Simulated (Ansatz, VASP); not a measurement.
One calculation of MgO, two programs

POSCAR

```
MgO
1.0
    0.0000000000      2.2820056624      2.2820056624
    2.2820056624      0.0000000000      2.2820056624
    2.2820056624      2.2820056624      0.0000000000
Mg O
1 1
Direct
    0.0000000000      0.0000000000      0.0000000000
    0.2500000000      0.2500000000      0.2500000000
```

File INCAR.step1:

```
SYSTEM = MgO
PREC = Accurate
ENCUT = 520
EDIFF = 1E-5
ISMEAR = 0
SIGMA = 0.01
LREAL = .FALSE.
LASPH = .TRUE.
NELM = 60
ALGO = Normal
ISIF = 2
LWAVE = .TRUE.
LCHARG = .FALSE.
NBANDS = 11
GGA = PE
```

File INCAR.step2:

```
SYSTEM = MgO
PREC = Accurate
ENCUT = 520
EDIFF = 1E-6
ISMEAR = 0
SIGMA = 0.01
LREAL = .FALSE.
LASPH = .TRUE.
NELM = 60
ALGO = Normal
ISIF = 2
LWAVE = .FALSE.
LCHARG = .FALSE.
GGA = PE
LHFCALC = .TRUE.
HFSCREEN = 0.2079
PRECFOCK = Normal
IVDW = 12
VDW_S6 = 1.0
VDW_S8 = 2.31
VDW_A1 = 0.383
VDW_A2 = 5.685
NBANDS = 11
ISTART = 1
```

Contents of KPOINTS:

```
Automatic mesh
0
G
  4 4 4
  0 0 0
```

Input for Ansatz:

```yaml
crystal:
  lattice:
    - [0.0, 2.2820056624, 2.2820056624]
    - [2.2820056624, 0.0, 2.2820056624]
    - [2.2820056624, 2.2820056624, 0.0]
  atoms:
    - { symbol: Mg, position: [0.0, 0.0, 0.0] }
    - { symbol: O, position: [0.25, 0.25, 0.25] }
kpoints:
  mp_grid: { grid: [4, 4, 4] }
hamiltonian:
  xc: hse06
  dispersion: d3bj
scf:
  occupations: { method: fixed }
  n_extra_bands: 4
output:
  forces: true
  stress: true
  eigenvalues: true
```

Alike in both runs: task single point; functional HSE06; dispersion D3(BJ); k mesh 4 × 4 × 4; no spin polarisation.

|  | VASP | Ansatz |
| --- | --- | --- |
| version | VASP 6.6.1 | Ansatz 0.2.0 |
| potentials or method | VASP PAW PBE potentials, release 64 (Mg, O) | plane waves |
| plane-wave cutoff (eV) | 520 | 420 |
| occupations | gaussian, width 0.01 eV | fixed |
| valence electrons in the cell | 8 | 16 |

VASP gave:

| Property | Result |
| --- | --- |
| gap on the k mesh at the Fermi level (eV) | 5.25 |
| pressure (GPa) | -3.7 |
| dispersion energy (meV/atom) | -263.0 |

**Question.** What did Ansatz give for the same quantities?

**Answer.** gap on the k mesh at the Fermi level (eV): 5.28; pressure (GPa): -3.6; dispersion energy (meV/atom): -263.0.

The two sets of potentials don't hold the same shells in valence. Ansatz warned: «stress_exchange_threshold_loose».

Caveats: the k mesh is coarse (spacing up to 0.60 Å⁻¹), so the values aren't converged, least of all with exact exchange; the PAW data sets were made with another functional, which shifts forces and pressure a little (VASP).
